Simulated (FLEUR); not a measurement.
# Mo (Im-3m) in FLEUR: notebook

Runs on Mo. Level: LDA. Tasks: equation of state.

Program: FLEUR MaX-R8.1 (later development tree). These are calculated values, not measurements. Logs are shortened: lines on timing, memory, paths and dates and some standing lists are left out, and cuts for length are marked.

### 1 The crystal as given

Symmetry: Im-3m, No. 229, cubic system. The conventional cell has a = 3.168 Å, b = 3.168 Å, c = 3.168 Å, α = 90.00°, β = 90.00°, γ = 90.00°. Mo (site symmetry m-3m) has 8 Mo at 2.74 Å as nearest neighbours.

### 2 Equation of state, LDA, 14.94 Å³/atom (volume scaled by 0.94)

File inp.xml:

```xml
<?xml version="1.0" encoding="UTF-8" standalone="no"?>
<fleurInput fleurInputVersion="0.39">
   <comment>
      Mo                                                                                                  
   </comment>
   <calculationSetup>
      <cutoffs Kmax="4.17" Gmax="12.9" GmaxXC="12.9" numbands="0"/>
      <scfLoop itmax="60" minDistance="0.00001" maxIterBroyd="15" imix="Anderson" alpha="0.05" precondParam="0.0" spinf="2.0" sdNocoIR="T"/>
      <coreElectrons ctail="T" frcor="F" kcrel="0" coretail_lmax="0"/>
      <xcFunctional name="vwn" relativisticCorrections="F"/>
      <magnetism jspins="1"/>
      <soc l_soc="F" theta="0.0" phi="0.0" spav="F"/>
      <expertModes spex="0" secvar="F"/>
      <geometryOptimization l_f="F" forcealpha="1.0" forcemix="BFGS" epsdisp="0.00001" epsforce="0.00001"/>
      <ldaU l_linMix="F" mixParam="0.05" spinf="1.0"/>
   </calculationSetup>
   <cell>
      <bzIntegration valenceElectrons="14.0" mode="hist" fermiSmearingEnergy="0.00183747">
         <kPointListSelection listName="default-1"/>
         <!-- k-points included here -->
         <xi:include xmlns:xi="http://www.w3.org/2001/XInclude" href="kpts.xml"> </xi:include>
      </bzIntegration>
      <!-- symmetry operations included here -->
      <xi:include xmlns:xi="http://www.w3.org/2001/XInclude" href="sym.xml"> </xi:include>
      <bulkLattice scale="0.9795861087">
         <bravaisMatrix>
            <row-1>   -2.9929651905752968     2.9929651905752968     2.9929651905752968</row-1>
            <row-2>    2.9929651905752968    -2.9929651905752968     2.9929651905752968</row-2>
            <row-3>    2.9929651905752968     2.9929651905752968    -2.9929651905752968</row-3>
         </bravaisMatrix>
      </bulkLattice>
   </cell>
   <atomSpecies>
      <species name="Molybdenum (Mo)" element="Mo" atomicNumber="42">
         <mtSphere radius="2.35" gridPoints="793" logIncrement="0.016"/>
         <atomicCutoffs lmax="10" lnonsphr="10"/>
         <electronConfig flipSpins="F">
            <coreConfig>(1s1/2) (2s1/2) (2p1/2) (2p3/2) (3s1/2) (3p1/2) (3p3/2) (3d3/2) (3d5/2)</coreConfig>
            <valenceConfig>(4s1/2) (4p1/2) (4p3/2) (5s1/2) (4d3/2) (4d5/2)</valenceConfig>
            <stateOccupation state="(5s1/2)" spinUp="0.500000" spinDown="0.500000"/>
            <stateOccupation state="(4d3/2)" spinUp="1.000000" spinDown="1.000000"/>
            <stateOccupation state="(4d5/2)" spinUp="1.500000" spinDown="1.500000"/>
         </electronConfig>
         <energyParameters s="5" p="5" d="4" f="4"/>
         <lo type="SCLO" l="0" n="4" eDeriv="0"/>
         <lo type="SCLO" l="1" n="4" eDeriv="0"/>
         <lo type="SCLO" l="1" n="4" eDeriv="1"/>
         <lo type="SCLO" l="2" n="4" eDeriv="2"/>
         <lo type="SCLO" l="3" n="4" eDeriv="2"/>
      </species>
   </atomSpecies>
   <atomGroups>
      <atomGroup species="Molybdenum (Mo)">
         <relPos label="                   1">.0000000000 .0000000000 .0000000000</relPos>
         <force calculate="T" relaxXYZ="TTT"/>
      </atomGroup>
   </atomGroups>
   <output dos="F" band="F" slice="F">
      <checks vchk="F" cdinf="F"/>
      <bandDOS minEnergy="-.5*Htr" maxEnergy="0.5*Htr" sigma="0.015" storeEVData="T"/>
      <vacuumDOS vacdos="F" integ="F" star="F" nstars="0" locx1="0.0" locy1="0.0" locx2="0.0" locy2="0.0" nstm="0" tworkf="0.0"/>
      <unfoldingBand unfoldBand="F" supercellX="1" supercellY="1" supercellZ="1"/>
      <plotting iplot="0" polar="F">
         <plot TwoD="T" vec1="  1.0  0.0  0.0" vec2="  0.0  1.0  0.0" vec3="  0.0  0.0  1.0" zero="  0.0  0.0  0.0" file="plot"/>
      </plotting>
      <chargeDensitySlicing numkpt="0" minEigenval="0.0" maxEigenval="0.0" nnne="0" pallst="F"/>
      <specialOutput eonly="F"/>
      <moessbauerParams electricFieldGradient="T" isomerShift="T" coreHyperfine="T" valenceHyperfine="T"/>
      <magneticCircularDichroism mcd="F" energyLo="-10.0" energyUp="0.0"/>
   </output>
  <!-- We include the file relax.xml here to enable relaxations (see documentation) -->
  <xi:include xmlns:xi="http://www.w3.org/2001/XInclude" href="relax.xml"> <xi:fallback/> </xi:include>
</fleurInput>
```

Potentials or basis: all-electron, FLAPW.

The run is started by

```sh
$ inpgen -f crystal.txt -profile fastHighL
$ # inp.xml edited to the form shown
$ fleur_MPI
```

What it wrote:

```text
Welcome to FLEUR        (www.flapw.de)
      MaX-Release 8.1          (www.max-centre.eu)

 ========== k-point set info ==========
 Selected k-point list: default-1
 k-point list type: mesh
 12 x 12 x 12
 Number of k points: 72

 ------------Calculation Setup---------------------------
 Number of MPI-tasks      :            1
 Number of PE/node        :            1
 Number of OMP-threads    :            1
 Most efficient MPI parallelization for:
           1           2           3           4           6           8           9          12          18          24          36          72
 Additional eigenvalue parallelization possible
 Number of basis functions:          175
 Approximate size of matrices (H+S) per k-point:         0.000 GB
 --------------------------------------------------------
 Iteration:     1   Distance:      16.78142283 me/bohr^3
 Iteration:     2   Distance:      15.35517588 me/bohr^3
 Iteration:     3   Distance:       5.95615290 me/bohr^3
 Iteration:     4   Distance:       3.02249686 me/bohr^3
 Iteration:     5   Distance:       2.21954896 me/bohr^3
 Iteration:     6   Distance:       0.09852671 me/bohr^3
 Iteration:     7   Distance:       0.12295185 me/bohr^3
 Iteration:     8   Distance:       0.00710774 me/bohr^3
 Iteration:     9   Distance:       0.01216524 me/bohr^3
 Iteration:    10   Distance:       0.00042119 me/bohr^3
 Iteration:    11   Distance:       0.00003803 me/bohr^3
 Iteration:    12   Distance:       0.00001161 me/bohr^3
 Iteration:    13   Distance:       0.00000095 me/bohr^3

 ********************************************************************
 Run finished successfully
 Stop message:
   all done
 ********************************************************************
```

out.xml (last iteration):

```text
<iteration numberForCurrentRun="   13" overallNumber="   13">
         <energyParameters units="Htr">
            <atomicEP atomType="1" spin="1" branch="5s" branchLowest="-1.57" branchHighest="2.84" value="0.3846601143"/>
            <atomicEP atomType="1" spin="1" branch="5p" branchLowest="-0.56" branchHighest="3.57" value="0.4983572388"/>
            <atomicEP atomType="1" spin="1" branch="4d" branchLowest="-7.39" branchHighest="1.02" value="0.5131099462"/>
            <atomicEP atomType="1" spin="1" branch="4f" branchLowest="-9.99" branchHighest="2.65" value="0.7649867324"/>
            <loAtomicEP atomType="1" spin="1" branch="4s" branchLowest="-16.72" branchHighest="-1.57" value="-1.6235603924"/>
            <loAtomicEP atomType="1" spin="1" branch="4p" branchLowest="-13.17" branchHighest="-0.56" value="-0.6779645010"/>
            <loAtomicEP atomType="1" spin="1" branch="4p" branchLowest="-13.17" branchHighest="-0.56" value="-0.6779645010"/>
            <loAtomicEP atomType="1" spin="1" branch="4d" branchLowest="-7.39" branchHighest="1.02" value="0.5117586655"/>
            <loAtomicEP atomType="1" spin="1" branch="4f" branchLowest="-9.99" branchHighest="2.65" value="0.7649882671"/>
         </energyParameters>
         <eigenvalues>
            <eigenvaluesAt spin="1" ikpt="1" k_x="0.00000000" k_y="0.00000000" k_z="0.00000000">
                      -1.6346764795       -0.6494071119       -0.6494071119       -0.6494071119        0.3410988874
                       0.5589044657        0.5589044657        0.5589044657        0.6754483781        0.6754483781
                       1.1553870029        1.1553870029
            </eigenvaluesAt>
            <eigenvaluesAt spin="1" ikpt="2" k_x="0.00000000" k_y="0.00000000" k_z="0.08333333">
                      -1.6339088124       -0.6537236709       -0.6507259389       -0.6494439347        0.3528784492
                       0.5521794415        0.5576445482        0.5701779638        0.6659237257        0.6756281958
                       1.1641735414        1.1751331001
            </eigenvaluesAt>
            <eigenvaluesAt spin="1" ikpt="3" k_x="0.00000000" k_y="0.00000000" k_z="0.16666667">
                      -1.6317969005       -0.6652603610       -0.6542882061       -0.6495478278        0.3835447593
                       0.5351644452        0.5519684373        0.6029609364        0.6529503377        0.6771402327
                       1.1779196004        1.2247507602
            </eigenvaluesAt>
            <eigenvaluesAt spin="1" ikpt="4" k_x="0.00000000" k_y="0.00000000" k_z="0.25000000">
                      -1.6288762169       -0.6804723448       -0.6590638260       -0.6496928883        0.4146369902
                       0.5144563755        0.5529015878        0.6538193151        0.6552654666        0.6817262318
                       1.1607619451        1.2241194384
            </eigenvaluesAt>
         </eigenvalues>
         <bandgap value="0.0001009943" units="eV"/>
         <sumValenceSingleParticleEnergies value="-4.2945176560" units="Htr"/>
         <FermiEnergy value="0.6104783489" units="Htr"/>
         <valenceDensity>
            <mtCharges spin="1">
               <mtCharge atomType="1" total="11.8776122" s="2.2643749" p="6.1373531" d="3.4273949" f="0.0408043"/>
            </mtCharges>
            <spinDependentCharge spin="1" total="14.0000000" interstitial="2.1223878" mtSpheres="11.8776122"/>
            <totalCharge value="14.0000000000"/>
         </valenceDensity>
         <coreStates atomType="     1" atomicNumber=" 42" spin="1" kinEnergy="   4095.3499160857" eigValSum="  -2390.3391169595" lostElectrons=" 0.000002">
            <state n="1" l="0" j="0.5" energy="-726.3668137072" weight="1.0000000000"/>
            <state n="2" l="0" j="0.5" energy="-101.9640616028" weight="1.0000000000"/>
            <state n="2" l="1" j="0.5" energy="-93.8084230640" weight="1.0000000000"/>
            <state n="2" l="1" j="1.5" energy="-89.8991689140" weight="2.0000000000"/>
            <state n="3" l="0" j="0.5" energy="-16.7223001450" weight="1.0000000000"/>
            <state n="3" l="1" j="0.5" energy="-13.6172779179" weight="1.0000000000"/>
            <state n="3" l="1" j="1.5" energy="-12.9728671702" weight="2.0000000000"/>
            <state n="3" l="2" j="1.5" energy="-7.4626146728" weight="2.0000000000"/>
            <state n="3" l="2" j="2.5" energy="-7.3404601762" weight="3.0000000000"/>
         </coreStates>
         <allElectronCharges>
            <spinDependentCharge spin="1" total="42.0000000" interstitial="2.1223901" mtSpheres="39.8776099"/>
            <totalCharge value="41.9999999976"/>
         </allElectronCharges>
         <moessbauerParams unitsHFF="kG" unitsIS="e/bohr^3" unitsEFG="Htr/bohr^2">
            <coreIsomerShift atomType="1" isTotal="91298.49103">
               <shell n="1" l="0" isomerShift="80677.93651"/>
               <shell n="2" l="0" isomerShift="8867.28754"/>
               <shell n="2" l="1" isomerShift="143.83976"/>
               <shell n="3" l="0" isomerShift="1582.32582"/>
               <shell n="3" l="1" isomerShift="27.10139"/>
               <shell n="3" l="2" isomerShift="0.00000"/>
            </coreIsomerShift>
            <isomerShift atomType="1" nucleusRadius="0.0001081" averageDensity="91588.15663"/>
            <electricFieldGradient atomType="1" VXX="0.00000" VYY="0.00000" VZZ="0.00000" asymParam="0.00000">
            </electricFieldGradient>
         </moessbauerParams>
         <totalEnergy                                    value="    -4045.4534306242" units="Htr">
            <sumOfEigenvalues                            value="    -2394.6336346155">
               <coreElectrons value="-2390.3391169595"/>
               <valenceElectrons value="-4.2945176560"/>
            </sumOfEigenvalues>
            <densityCoulombPotentialIntegral value="-6429.2002017495"/>
            <densityEffectivePotentialIntegral value="-6587.9287300025"/>
            <chargeDenXCDenIntegral value="-119.7499835808"/>
            <FockExchangeEnergyValence value="0.0000000000"/>
            <FockExchangeEnergyCore value="0.0000000000"/>
            <atomTypeDependentContributions atomType="1">
               <electronNucleiInteractionDifferentMTs value="4875.2330681993"/>
               <MadelungTerm value="-29.1653733564"/>
            </atomTypeDependentContributions>
            <tkbTimesEntropy value="0.0000734225"/>
            <freeEnergy value="-4045.4535040467"/>
            <extrapolationTo0K value="-4045.4534673354"/>
         </totalEnergy>
         <densityConvergence units="me/bohr^3">
            <chargeDensity spin="1" distance="0.0000009539"/>
         </densityConvergence>
      </iteration>
```

Wall time 10 s (1 thread of Arm Neoverse V2, shared host); peak memory 0.05 GiB.

What came out:

```
Free energy                                           : -110082.3978 eV
Band gap on the k mesh                                : none (metal or under the smearing width)
Valence electrons inside the program's atomic spheres : Mo 11.88 (radii Mo 2.35 bohr)
```

### 3 Equation of state, LDA, 15.26 Å³/atom (volume scaled by 0.96)

inp.xml, as its differences from that of step 2:

```diff
@@ -24,3 +24,3 @@
       <xi:include xmlns:xi="http://www.w3.org/2001/XInclude" href="sym.xml"> </xi:include>
-      <bulkLattice scale="0.9795861087">
+      <bulkLattice scale="0.9864848297">
          <bravaisMatrix>
```

Potentials or basis: all-electron, FLAPW.

The run is started by

```sh
$ inpgen -f crystal.txt -profile fastHighL
$ # inp.xml edited to the form shown
$ fleur_MPI
```

Wall time 11 s (1 thread of Arm Neoverse V2, shared host); peak memory 0.05 GiB.

Results (log left out):

- Free energy: -110082.3962 eV
- Band gap on the k mesh: none (metal or under the smearing width)
- Valence electrons inside the program's atomic spheres: Mo 11.84 (radii Mo 2.35 bohr)

### 4 Equation of state, LDA, 15.89 Å³/atom

inp.xml, as its differences from that of step 3:

```diff
@@ -24,3 +24,3 @@
       <xi:include xmlns:xi="http://www.w3.org/2001/XInclude" href="sym.xml"> </xi:include>
-      <bulkLattice scale="0.9864848297">
+      <bulkLattice scale="1.0000000000">
          <bravaisMatrix>
```

The run is started by

```sh
$ inpgen -f crystal.txt -profile fastHighL
$ # inp.xml edited to the form shown
$ fleur_MPI
```

It took 11 s on 1 thread of Arm Neoverse V2, shared host; peak memory 0.05 GiB.

Results (log left out):

| Property | Result |
| --- | --- |
| Free energy | -110082.3595 eV |
| Band gap on the k mesh | none (metal or under the smearing width) |
| Valence electrons inside the program's atomic spheres | Mo 11.77 (radii Mo 2.35 bohr) |

### 5 Equation of state, LDA, 16.53 Å³/atom (volume scaled by 1.04)

inp.xml, as its differences from that of step 4:

```diff
@@ -24,3 +24,3 @@
       <xi:include xmlns:xi="http://www.w3.org/2001/XInclude" href="sym.xml"> </xi:include>
-      <bulkLattice scale="1.0000000000">
+      <bulkLattice scale="1.0131594038">
          <bravaisMatrix>
```

The run is started by

```sh
$ inpgen -f crystal.txt -profile fastHighL
$ # inp.xml edited to the form shown
$ fleur_MPI
```

Run time: 12 s. Hardware: 1 thread of Arm Neoverse V2, shared host; peak memory 0.05 GiB.

Results (log left out):

```
Free energy                                           : -110082.2856 eV
Band gap on the k mesh                                : none (metal or under the smearing width)
Valence electrons inside the program's atomic spheres : Mo 11.70 (radii Mo 2.35 bohr)
```

### 6 Equation of state, LDA, 16.85 Å³/atom (volume scaled by 1.06)

inp.xml, as its differences from that of step 5:

```diff
@@ -24,3 +24,3 @@
       <xi:include xmlns:xi="http://www.w3.org/2001/XInclude" href="sym.xml"> </xi:include>
-      <bulkLattice scale="1.0131594038">
+      <bulkLattice scale="1.0196128224">
          <bravaisMatrix>
```

Potentials or basis: all-electron, FLAPW.

The run is started by

```sh
$ inpgen -f crystal.txt -profile fastHighL
$ # inp.xml edited to the form shown
$ fleur_MPI
```

Wall time 12 s (1 thread of Arm Neoverse V2, shared host); peak memory 0.05 GiB.

It converged, with:

* Free energy: -110082.2371 eV
* Band gap on the k mesh: none (metal or under the smearing width)
* Valence electrons inside the program's atomic spheres: Mo 11.68 (radii Mo 2.35 bohr)

### 7 Equation of state, LDA

Potentials or basis: all-electron, FLAPW.

No new run: the results of the series are fitted here.

What came out:

- Equilibrium volume: 15.05 Å³/atom
- Bulk modulus: 296 GPa
- Pressure derivative of the bulk modulus: 4.3 (rough: it moves with the points fitted)

Energy against volume, from the lowest point:
| volume (Å³/atom) | energy (meV/atom) |
| --- | --- |
| 14.938 | 0.00 |
| 15.256 | 1.61 |
| 15.892 | 38.35 |
| 16.527 | 112.23 |
| 16.845 | 160.72 |
